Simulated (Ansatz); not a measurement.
## AlPt under changes of volume

One of the cells (14.774 Å³/atom); the others are scaled copies at fixed shape and fractional positions:

```
CELL_PARAMETERS angstrom
3.09155 0.00000 0.00000
0.00000 3.09155 0.00000
0.00000 0.00000 3.09155
ATOMIC_POSITIONS crystal
Pt 0.50000 0.50000 0.50000
Al 0.00000 0.00000 0.00000
```

Measurements of this composition are mostly on another form, of space group No. 198.

- Program: Ansatz 0.2.0
- Functional: LDA
- Potentials or basis: Ansatz PAW
- Cutoff: 420 eV (not typed: the program's choice for these potentials)
- k mesh: 9 × 9 × 9
- Occupations: fermi-dirac, width 0.05 eV
- Spin: no spin polarisation

| volume (Å³/atom) | energy over the lowest point (meV/atom) | pressure (GPa) |
| --- | --- | --- |
| 13.888 | 0.00 | 2.2 |
| 14.183 | 0.23 | -2.3 |
| 14.478 | ? | ? |
| 14.774 | 23.17 | -9.8 |
| 15.069 | 44.20 | -12.9 |
| 15.365 | 70.64 | -15.7 |
| 15.660 | 101.87 | -18.1 |

What does the run at 14.478 Å³/atom give?

Energy over the lowest point 8.23 meV/atom; pressure -6.3 GPa.

Worked out: A Birch-Murnaghan fit of order 3 (a polynomial in V^(-2/3)) to the other rows has its minimum at 14.03 Å³/atom with B0 = V·E''(V) = 214 GPa and B' = 4.7. It gives 8.23 meV/atom at 14.478 Å³/atom, against the run's 8.23, and -dE/dV = -6.3 GPa, against -6.3.

Energies are extrapolated to zero smearing.

Caveats: the PAW data sets come from PBE, with cores solved anew for the run's functional, which leaves a small shift of forces and pressure.
